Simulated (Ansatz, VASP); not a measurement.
# One calculation of HBr, two programs

File INCAR:

```
SYSTEM = HBr
PREC = Accurate
ENCUT = 520
EDIFF = 1E-6
ISMEAR = 0
SIGMA = 0.02
LREAL = .False.
LASPH = .True.
NELM = 80
ALGO = Normal
ISIF = 2
LWAVE = .False.
LCHARG = .True.
GGA = PS
LELF = .True.
LVHAR = .True.
NBANDS = 16
```

File KPOINTS:

```
regular mesh
0
Gamma
  6 6 8
  0 0 0
```

Contents of POSCAR:

```
HBr
1.0
    5.4459128156      0.0000000000      0.0000000000
    0.0000000000      5.4459128156      0.0000000000
    0.0000000000      0.0000000000      3.4927064055
H Br
2 2
Direct
    0.0000000000      0.0000000000      0.0000000000
    0.5000000000      0.5000000000      0.5000000000
    0.0000000000      0.0000000000      0.5000000000
    0.5000000000      0.5000000000      0.0000000000
```

Input for Ansatz:

```yaml
crystal:
  lattice:
    - [5.4459128156, 0.0, 0.0]
    - [0.0, 5.4459128156, 0.0]
    - [0.0, 0.0, 3.4927064055]
  atoms:
    - { symbol: H, position: [0.0, 0.0, 0.0] }
    - { symbol: H, position: [0.5, 0.5, 0.5] }
    - { symbol: Br, position: [0.0, 0.0, 0.5] }
    - { symbol: Br, position: [0.5, 0.5, 0.0] }
basis:
  ecutwfc: 420
kpoints:
  mp_grid: { grid: [6, 6, 8] }
  band_path: { path: [VBM, CBM], npoints: 2 }
hamiltonian:
  xc: pbesol
scf:
  occupations: { method: gaussian, width: 0.02 }
output:
  forces: true
  stress: true
  eigenvalues: true
checkpoint:
  read: start.run
  write: ck
  compress: false
  write_wavefunctions: false
  write_every: 100000
```

Alike in both runs: task single point; functional PBEsol; k mesh 6 × 6 × 8; occupations gaussian, width 0.02 eV; no spin polarisation.

|  | VASP | Ansatz |
| --- | --- | --- |
| version | VASP 6.6.1 | Ansatz 0.2.0 |
| potentials or method | VASP PAW PBE potentials, release 64 (H, Br) | scalar-relativistic, plane waves, PAW |
| plane-wave cutoff (eV) | 520 | 420 |
| valence electrons in the cell | 16 | 16 |

|  | VASP | Ansatz | Ansatz less VASP |
| --- | --- | --- | --- |
| gap on the k mesh at the Fermi level (eV) | 0.95 | 0.96 | +0.002 |
| least direct gap on the mesh (eV) | 1.17 | 1.17 | +0.001 |
| pressure (GPa) | -2.6 | -2.6 | +0.01 |
| largest component of the traceless stress (GPa) | 5.11 | 5.15 | +0.033 |

With one functional, cell and mesh, what is left measures potentials, basis and numerics.

Caveats: the PAW data sets were made with another functional, which shifts forces and pressure a little (VASP). A k mesh can miss the band edges. PBEsol gaps usually lie below the measured ones, often by a third to a half.
